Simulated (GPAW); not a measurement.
# Au: single point with PBE

Crystal: Au.

```xyz
1
Lattice="0.0000 2.0350 2.0350 2.0350 0.0000 2.0350 2.0350 2.0350 0.0000" Properties=species:S:1:pos:R:3 pbc="T T T"
Au    0.0000    0.0000    0.0000
```

```json
{
  "Program": "GPAW 26.7.0",
  "Task": "single point",
  "Functional": "PBE",
  "Potentials or basis": "GPAW PAW data sets (gpaw-data 1.2.1)",
  "Cutoff": "600 eV",
  "Basis": "pw",
  "k mesh": "11 × 11 × 11",
  "Occupations": "gaussian, width 0.023 eV",
  "Spin": "no spin polarisation"
}
```

```yaml
Pressure: 13.4 GPa
Band_gap_on_the_k_mesh: none (metal or under the smearing width)
```

Levels at points of the mesh, in eV from the Fermi level:
```csv
k point,band 2,band 3,band 4,band 5,band 6,band 7,band 8,band 9,band 10
"(0.00, 0.00, 0.00)",-4.84,-4.84,-4.84,-3.31,-3.31,15.68,19.54,19.54,19.54
```

It took 11 s on 1 thread of Arm Neoverse V1, on a shared host, peak memory 0.13 GiB.

Caveat: with this Au data set, volumes or pressures lay over 1.5 % or 2 GPa off other programs in two to four cells of ten. Spin-orbit coupling is left out, which matters for the levels of Au.
